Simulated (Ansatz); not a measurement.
# BaSnO3: pressure series

Base system: BaSnO3 in the cubic perovskite structure (space group Pm-3m, No. 221).

```
CELL_PARAMETERS angstrom
      4.13130     0.00000     0.00000
      0.00000     4.13130     0.00000
      0.00000     0.00000     4.13130
ATOMIC_POSITIONS crystal
  Ba 0.00000 0.00000 0.00000
  Sn 0.50000 0.50000 0.50000
  O  0.00000 0.50000 0.50000
  O  0.50000 0.50000 0.00000
  O  0.50000 0.00000 0.50000
```

Cell and atoms are relaxed at each pressure.

Computed with DFT with r2SCAN, PAW potentials and a 500 eV plane-wave cutoff in Ansatz (a quantum-chemistry and plane-wave program), scalar-relativistic without spin-orbit coupling.

Notes on the quantities. enthalpy: H = E + PV relative to the base's energy.

```json
[
 {"change": "base", "band gap": "1.56 eV", "enthalpy": "–", "lattice parameter a": "4.131 Å"},
 {"change": "pressure −2 GPa", "band gap": "1.40 eV", "enthalpy": "-0.18 eV/atom", "lattice parameter a": "4.149 Å"},
 {"change": "pressure −1 GPa", "band gap": "1.48 eV", "enthalpy": "-0.09 eV/atom", "lattice parameter a": "4.140 Å"},
 {"change": "pressure 0.3 GPa", "band gap": "1.59 eV", "enthalpy": "+0.03 eV/atom", "lattice parameter a": "4.129 Å"},
 {"change": "pressure 0.7 GPa", "band gap": "1.62 eV", "enthalpy": "+0.06 eV/atom", "lattice parameter a": "4.125 Å"},
 {"change": "pressure 1.5 GPa", "band gap": "1.69 eV", "enthalpy": "+0.13 eV/atom", "lattice parameter a": "4.119 Å"},
 {"change": "pressure 3 GPa", "band gap": "1.80 eV", "enthalpy": "+0.26 eV/atom", "lattice parameter a": "4.106 Å"},
 {"change": "pressure 5 GPa", "band gap": "1.95 eV", "enthalpy": "+0.43 eV/atom", "lattice parameter a": "4.091 Å"},
 {"change": "pressure 7.5 GPa", "band gap": "2.14 eV", "enthalpy": "+0.65 eV/atom", "lattice parameter a": "4.073 Å"},
 {"change": "pressure 10 GPa", "band gap": "2.31 eV", "enthalpy": "+0.86 eV/atom", "lattice parameter a": "4.056 Å"}
]
```

Load acts through the strain it causes; cell and atoms are relaxed under it. No phonon test of stability was made. No other phases were tried under pressure.
